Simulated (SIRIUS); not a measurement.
Crystal: PtS2.

```xyz
3
Lattice="3.5432 0.0000 0.0000 -1.7716 3.0685 0.0000 0.0000 0.0000 5.0388" Properties=species:S:1:pos:R:3 pbc="T T T"
Pt    0.0000    0.0000    0.0000
S     1.7716    1.0228    3.8950
S     0.0000    2.0457    1.1438
```

Base run:

* Program: SIRIUS 7.12.0
* Functional: PBE
* Potentials or basis: SG15 1.2 PBE (norm-conserving)
* Cutoff: 1152 eV
* Density cutoff: 4606 eV
* k mesh: 8 × 8 × 4
* Occupations: fermi-dirac, width 0.05 eV
* Spin: no spin polarisation

Its results: band gap on the k mesh 0.92 eV; pressure 11.9 GPa; largest force 1.284 eV/Å.

Q: The run is repeated on the same cell with these changes: potentials or basis from SG15 1.2 PBE (norm-conserving) to SPMS 1.0 PBE (norm-conserving). What comes out?

A: Band gap on the k mesh 0.91 eV; pressure 11.4 GPa; largest force 1.245 eV/Å.

Caveats: spin-orbit coupling is left out, which moves the levels of the heavy elements; forces of over 1 eV/Å show positions far from the minimum, so gaps and moduli don't describe the material at rest.

A k mesh can miss the band edges.
